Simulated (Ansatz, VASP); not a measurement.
# SiW3: VASP beside Ansatz

```
Si W
1.0
    -2.60377    2.60377    2.60377
     2.60377   -2.60377    2.60377
     2.60377    2.60377   -2.60377
Si W
1 3
Direct
  0.00000 0.00000 0.00000
  0.50000 0.50000 0.00000
  0.50000 0.00000 0.50000
  0.00000 0.50000 0.50000
```

The cell comes from a database or a generator and needn't be the stable form of this composition.

Alike in both runs: task single point; functional PBE; k mesh 14 × 14 × 14; occupations gaussian, width 0.15 eV; no spin polarisation.

```csv
,VASP,Ansatz
version,VASP 6.6.1,Ansatz 0.2.0
potentials or method,"VASP PAW PBE potentials, release 64 (Si, W_sv)","scalar-relativistic, plane waves, PAW"
plane-wave cutoff (eV),520,420
valence electrons in the cell,46,46
```

```tsv
	VASP	Ansatz	Ansatz less VASP
gap on the k mesh at the Fermi level (eV)	none	none	-
pressure (GPa)	0.3	0.0	-0.33
```

A gap of «none» marks a metal or a gap that the smearing closes.

The runs have no spin-orbit coupling, so splittings on W are missing.
